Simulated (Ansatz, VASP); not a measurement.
Sb in VASP and in Ansatz

```
Sb
1.0
     3.16000    0.00000    0.00000
     0.00000    3.16000    0.00000
     0.00000    0.00000    3.16000
Sb
1
Direct
  0.00000 0.00000 0.00000
```

Alike in both runs: task single point; functional r2SCAN; k mesh 14 × 14 × 14; occupations gaussian, width 0.1 eV; no spin polarisation.

```csv
,VASP,Ansatz
version,VASP 6.6.1,Ansatz 0.2.0
potentials or method,"VASP PAW PBE potentials, release 64 (Sb)","scalar-relativistic, plane waves, PAW"
plane-wave cutoff (eV),520,500
valence electrons in the cell,5,15
```

```tsv
	VASP	Ansatz	Ansatz less VASP
gap on the k mesh at the Fermi level (eV)	none	none	-
pressure (GPa)	-3.5	-3.5	+0.01
```

A gap of «none» marks a metal or a gap that the smearing closes. With one functional, cell and mesh, what is left measures potentials, basis and numerics. The two sets of potentials don't hold the same shells in valence.

Caveats: the PAW data sets were made with another functional, which shifts forces and pressure a little (VASP). The runs have no spin-orbit coupling, so splittings on Sb are missing.
